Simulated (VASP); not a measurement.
# Ir (P6_3/mmc) in VASP: a series of runs, part 2 of 2

VASP 6.6.1. The steps go on from the part before.

**4. Single point, PBE**

Input file INCAR:

```
SYSTEM = Ir
ADDGRID = .FALSE. ; ALGO = Normal
EDIFF = 1E-6 ; ENCUT = 220
GGA = PE ; ISIF = 2
ISMEAR = 0 ; LASPH = .TRUE.
LCHARG = .FALSE. ; LREAL = .FALSE.
LWAVE = .FALSE. ; NELM = 100
PREC = Accurate ; SIGMA = 0.2
```

Input file KPOINTS:

```
k-points
0
G
  4 4 3
  0 0 0
```

Input file POSCAR:

```
Ir
1.0
    2.7513778946      0.0000000000      0.0000000000
   -1.3756889473      2.3827631521      0.0000000000
    0.0000000000      0.0000000000      4.4622900000
Ir
2
Direct
    0.3333333333      0.6666666667      0.2500000000
    0.6666666667      0.3333333333      0.7500000000
```

Command:

```console
$ cat potpaw_PBE.64/Ir/POTCAR > POTCAR
$ mpirun -np 1 vasp_std > vasp.out
```

Wall time 6.3 s (1 thread of Intel Xeon Platinum 8375C at 2.90GHz (Ice Lake), shared host); peak memory 0.11 GiB.

These settings aren't checked as converged: the numbers below hold their error.

Results:

- Free energy: -17.9813 eV
- Band gap on the k mesh: none (metal or under the smearing width)

Caveat: the k mesh is coarse (spacing up to 0.66 Å⁻¹), so the values aren't converged; the cutoff is under 1.25 times the usual one of these potentials, so pressure, stress and relaxed cells hold a basis-set (Pulay) error.

**5. Single point, PBE**

INCAR is that of step 4.

KPOINTS is that of step 4.

Input file POSCAR:

```
Ir
1.0
    2.7513778946      0.0000000000      0.0000000000
   -1.3756889473      2.3827631521      0.0000000000
    0.0000000000      0.0000000000      4.4622900000
Ir
2
Direct
    0.3583140000      0.6617470000      0.2121330000
    0.6598720000      0.3587530000      0.7691070000
```

Potentials or basis: VASP PAW PBE potentials, release 64 (Ir).

Command:

```console
$ cat potpaw_PBE.64/Ir/POTCAR > POTCAR
$ mpirun -np 1 vasp_std > vasp.out
```

OUTCAR:

```text
SYSTEM = Ir
   EDIFF = 1E-6
   ENCUT = 220
   GGA = PE
   ISIF = 2
   ISMEAR = 0
   LASPH = .TRUE.
   LREAL = .FALSE.
   NELM = 100
   PREC = Accurate

 Found     26 irreducible k-points:

 Following reciprocal coordinates:
            Coordinates               Weight
  0.000000  0.000000  0.000000      1.000000
  0.250000  0.000000  0.000000      2.000000
  0.000000  0.250000  0.000000      2.000000
 -0.250000  0.250000  0.000000      2.000000
  0.500000  0.000000  0.000000      1.000000
  0.000000  0.500000  0.000000      1.000000
[... 167 lines left out ...]
     11      12.5865      0.00000
     12      14.4111      0.00000
     13      17.1271      0.00000

 [... further k-points ...]
[... 5 lines left out ...]
  --------------------------------------------------------------------------------------
  -------------------------------------------------------------------------------------
  Total       -0.2227678     -0.9509199      5.5717328     -0.6518098      0.9196148     -1.6248898
  in kB      -12.2004032    -52.0793583    305.1490029    -35.6978935     50.3648571    -88.9908957
  external PRESSURE =      80.2897471 kB  Pullay stress =       0.0000000 kB

 VOLUME and BASIS-vectors are now :
 -----------------------------------------------------------------------------
  energy-cutoff  :      220.00
  volume of cell :       29.25
      direct lattice vectors                 reciprocal lattice vectors
     2.751377895  0.000000000  0.000000000     0.363454254  0.209840411  0.000000000
    -1.375688947  2.382763152  0.000000000     0.000000000  0.419680823  0.000000000
     0.000000000  0.000000000  4.462290000     0.000000000  0.000000000  0.224100182

 POSITION                                       TOTAL-FORCE (eV/Angst)
 -----------------------------------------------------------------------------------
      0.07550      1.57679      0.94660        -0.884265      0.500323      4.675337
      1.32202      0.85482      3.43198         0.884265     -0.500323     -4.675337
 -----------------------------------------------------------------------------------
    total drift:                                0.000005      0.000004      0.000000

  FREE ENERGIE OF THE ION-ELECTRON SYSTEM (eV)
  ---------------------------------------------------
  free  energy   TOTEN  =       -17.3830699178 eV

  energy  without entropy=      -17.3481866380  energy(sigma->0) =      -17.36562828
```

Wall time 6 s (1 thread of Intel Xeon Platinum 8375C at 2.90GHz (Ice Lake), shared host); peak memory 0.11 GiB.

The run converged, but some of its settings lie outside the range that counts as converged, so its numbers aren't taken as properties of the crystal.

Results:

```yaml
Free_energy: -17.3831 eV
Largest_force: 4.784 eV/Å
Band_gap_on_the_k_mesh: none (metal or under the smearing width)
```

Caveat: the k mesh is coarse (spacing up to 0.66 Å⁻¹), so the values aren't converged; the cutoff is under 1.25 times the usual one of these potentials, so pressure, stress and relaxed cells hold a basis-set (Pulay) error.

**6. Single point, PBE**

INCAR, as its differences from that of step 5:

```diff
@@ -2,3 +2,3 @@
 ADDGRID = .FALSE. ; ALGO = Normal
-EDIFF = 1E-6 ; ENCUT = 220
+EDIFF = 1E-6 ; ENCUT = 280
 GGA = PE ; ISIF = 2
```

KPOINTS is that of step 5.

Input file POSCAR:

```
Ir
1.0
    2.7513778946      0.0000000000      0.0000000000
   -1.3756889473      2.3827631521      0.0000000000
    0.0000000000      0.0000000000      4.4622900000
Ir
2
Direct
    0.3333333333      0.6666666667      0.2500000000
    0.6666666667      0.3333333333      0.7500000000
```

Potentials or basis: VASP PAW PBE potentials, release 64 (Ir).

Command:

```console
$ cat potpaw_PBE.64/Ir/POTCAR > POTCAR
$ mpirun -np 1 vasp_std > vasp.out
```

OUTCAR:

```text
SYSTEM = Ir
   EDIFF = 1E-6
   ENCUT = 280
   GGA = PE
   ISIF = 2
   ISMEAR = 0
   LASPH = .TRUE.
   LREAL = .FALSE.
   NELM = 100
   PREC = Accurate

 Found      8 irreducible k-points:

 Following reciprocal coordinates:
            Coordinates               Weight
  0.000000  0.000000  0.000000      1.000000
  0.250000  0.000000  0.000000      6.000000
  0.500000  0.000000  0.000000      3.000000
  0.250000  0.250000  0.000000      6.000000
  0.000000  0.000000  0.333333      2.000000
[... 174 lines left out ...]
------------------------ aborting loop because EDIFF is reached ----------------------------------------

  FORCE on cell =-STRESS in cart. coord.  units (eV):
  Direction    XX          YY          ZZ          XY          YZ          ZX
  --------------------------------------------------------------------------------------
  -------------------------------------------------------------------------------------
  Total       -1.9201775     -1.9201775      0.9833076     -0.0000000      0.0000000     -0.0000000
  in kB     -105.1630215   -105.1630215     53.8531425     -0.0000000      0.0000000     -0.0000000
  external PRESSURE =     -52.1576335 kB  Pullay stress =       0.0000000 kB

 VOLUME and BASIS-vectors are now :
 -----------------------------------------------------------------------------
  energy-cutoff  :      280.00
  volume of cell :       29.25
      direct lattice vectors                 reciprocal lattice vectors
     2.751377895  0.000000000  0.000000000     0.363454254  0.209840411  0.000000000
    -1.375688947  2.382763152  0.000000000     0.000000000  0.419680823  0.000000000
     0.000000000  0.000000000  4.462290000     0.000000000  0.000000000  0.224100182

 POSITION                                       TOTAL-FORCE (eV/Angst)
 -----------------------------------------------------------------------------------
     -0.00000      1.58851      1.11557         0.000000      0.000000      0.000000
      1.37569      0.79425      3.34672        -0.000000     -0.000000      0.000000
 -----------------------------------------------------------------------------------
    total drift:                                0.000000     -0.000000     -0.000000

  FREE ENERGIE OF THE ION-ELECTRON SYSTEM (eV)
  ---------------------------------------------------
  free  energy   TOTEN  =       -17.9823567988 eV

  energy  without entropy=      -17.9300280160  energy(sigma->0) =      -17.95619241
```

stdout:

```text
POSCAR found type information on POSCAR Ir
 POSCAR found :  1 types and       2 ions
 scaLAPACK will be used
 LDA part: xc-table for (Slater+PW92), standard interpolation
 POSCAR, INCAR and KPOINTS ok, starting setup
 FFT: planning ... GRIDC
 FFT: planning ... GRID_SOFT
 FFT: planning ... GRID
 WAVECAR not read
 entering main loop
```

Run time: 4.9 s. Hardware: 1 thread of Intel Xeon Platinum 8375C at 2.90GHz (Ice Lake), shared host; peak memory 0.11 GiB.

These settings aren't checked as converged: the numbers below hold their error.

What came out:

| Property | Result |
| --- | --- |
| Free energy | -17.9824 eV |
| Pressure | -5.2 GPa |
| Band gap on the k mesh | none (metal or under the smearing width) |

Caveat: the k mesh is coarse (spacing up to 0.66 Å⁻¹), so the values aren't converged.
